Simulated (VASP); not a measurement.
Here is a VASP 6.6.1 calculation.

Contents of POSCAR:

```
CuO
1.0
    2.3418500000     -1.7113000000      0.0000000000
    2.3418500000      1.7113000000      0.0000000000
   -0.8500274268      0.0000000000      5.0578693947
Cu O
2 2
Direct
    0.5000000000      0.0000000000      0.5000000000
    0.0000000000      0.5000000000      0.0000000000
    0.4184000000      0.5816000000      0.7500000000
    0.5816000000      0.4184000000      0.2500000000
```

Contents of INCAR.step1:

```
SYSTEM = CuO
  ALGO = Normal
  EDIFF = 1E-5
  ENCUT = 520
  GGA = PE
  ISIF = 2
  ISMEAR = -1
  LASPH = .TRUE.
  LCHARG = .FALSE.
  LMAXMIX = 4
  LREAL = .FALSE.
  LWAVE = .TRUE.
  NBANDS = 25
  NELM = 60
  PREC = Accurate
  SIGMA = 0.05
```

Contents of INCAR.step2:

```
SYSTEM = CuO
  ALGO = Normal
  EDIFF = 1E-6
  ENCUT = 520
  ISIF = 2
  ISMEAR = -1
  ISTART = 1
  LASPH = .TRUE.
  LCHARG = .FALSE.
  LMAXMIX = 4
  LREAL = .FALSE.
  LWAVE = .FALSE.
  METAGGA = LMBJ
  NBANDS = 25
  NELM = 60
  PREC = Accurate
  SIGMA = 0.05
```

KPOINTS

```
k-points
0
G
  10 10 5
  0 0 0
```

File KPOINTS_OPT:

```
path GYFLI,I1ZF1,YX1,XGN,MG
15
line-mode
reciprocal
 0.0000000000  0.0000000000  0.0000000000  G
-0.5000000000 -0.5000000000  0.0000000000  Y

-0.5000000000 -0.5000000000  0.0000000000  Y
-0.5247847702 -0.5247847702  0.3275098836  F

-0.5247847702 -0.5247847702  0.3275098836  F
-0.5000000000 -0.5000000000  0.5000000000  L

-0.5000000000 -0.5000000000  0.5000000000  L
-0.6335075857 -0.3664924143  0.5000000000  I

-0.3664924143  0.3664924143  0.5000000000  I1
 0.0000000000  0.0000000000  0.5000000000  Z

 0.0000000000  0.0000000000  0.5000000000  Z
-0.4752152298 -0.4752152298  0.6724901164  F1

-0.5000000000 -0.5000000000  0.0000000000  Y
-0.6127316330 -0.3872683670  0.0000000000  X1

-0.3872683670  0.3872683670  0.0000000000  X
 0.0000000000  0.0000000000  0.0000000000  G

 0.0000000000  0.0000000000  0.0000000000  G
-0.5000000000  0.0000000000  0.0000000000  N

-0.5000000000  0.0000000000  0.5000000000  M
 0.0000000000  0.0000000000  0.0000000000  G
```

Potentials or basis: VASP PAW PBE potentials, release 64 (Cu, O).

The run is started by

```console
$ cat potpaw_PBE.64/Cu/POTCAR potpaw_PBE.64/O/POTCAR > POTCAR
$ cp INCAR.step1 INCAR
$ mpirun -np 1 vasp_std > vasp.out
$ cp INCAR.step2 INCAR
$ mpirun -np 1 vasp_std > vasp.out
```

(1) What does it give for the band gap along the path?

Answers

(1) none (metal or under the smearing width).

Caveat: the run has no spin polarisation, though such a crystal can be magnetic; semilocal functionals often make such compounds metallic where correlation or magnetic order opens a gap, which also shifts bond lengths.
